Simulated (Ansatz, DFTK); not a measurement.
**PBE against LDA over 6 crystals**

Computed band gap (eV) at each level. Gaps hold for the cell as given (a database cell, not always the measured one). They are the smaller of the mesh's gap and, where one was run, the band path's. Brackets give the space group and the cell's volume in Å³ per atom. Not every cell is the stable form of its formula. Spin polarisation and spin-orbit coupling are off unless named.

- PBE: Ansatz (all-electron LAPW, scalar-relativistic) for BaTiO3, TiO2, MoS2, BaZrO3, HfO2; DFTK (PseudoDojo SR PBE 0.4.1 standard (PBE)) for Al2O3; cutoff 1143 eV for plane waves; k meshes of 64 to 1000 points
- LDA: Ansatz (all-electron LAPW, scalar-relativistic) for BaTiO3, TiO2, MoS2, BaZrO3, HfO2; DFTK (PseudoDojo SR LDA 0.4.1 standard (LDA)) for Al2O3; cutoff 1143 eV for plane waves; k meshes of 64 to 1000 points

```csv
crystal,PBE,LDA
BaTiO3 (Pm-3m; 12.86),1.80,1.72
"TiO2 (I4_1/amd, 6 atoms; 11.35)",2.11,2.01
"MoS2 (P6_3/mmc, 6 atoms; 17.86)",0.89,0.81
"Al2O3 (R-3c, 10 atoms; 8.50)",6.27,6.21
BaZrO3 (Pm-3m; 14.73),3.24,3.13
"HfO2 (P4_2/nmc, 6 atoms; 10.91)",4.76,4.55
```

**Question.** How do the values move from PBE?

**Answer.** LDA lies below PBE in 6 of 6 crystals, with a median shift of -0.09 eV (-0.21 eV for HfO2 to -0.06 eV for Al2O3); a straight line gives LDA ≈ 0.99 × PBE - 0.09 eV with a scatter of 0.05 eV. The figures use the values as printed. No column holds spin-orbit coupling, which bears on the band edges of HfO2. LDA stands for any of its common fits to the electron gas. Columns can differ in potentials and cutoffs within a row, which adds scatter of its own.

The choice between LDA and PBE barely matters here: the change is small beside the differences between crystals, and their order by gap is the same in both columns. That order reflects orbital character. In the titanates and BaZrO3 the gap separates O 2p states from empty metal d states, and Zr 4d lies higher than Ti 3d, so the gap widens from BaTiO3 to BaZrO3 in the same cubic structure. Al2O3 has no low-lying empty d shell and keeps the widest gap, while in MoS2 both edges carry much Mo 4d character, split by the ligand field.

The shift does not grow steadily with the gap: Al2O3 moves least and HfO2 most. The gradient correction probably acts unequally on the states at the two edges. Both columns fall well short of the measured gaps, as expected of Kohn-Sham gaps from semilocal functionals, which lack the derivative discontinuity. PBE's slightly larger values are therefore no sign of a better description of quasiparticle excitations.
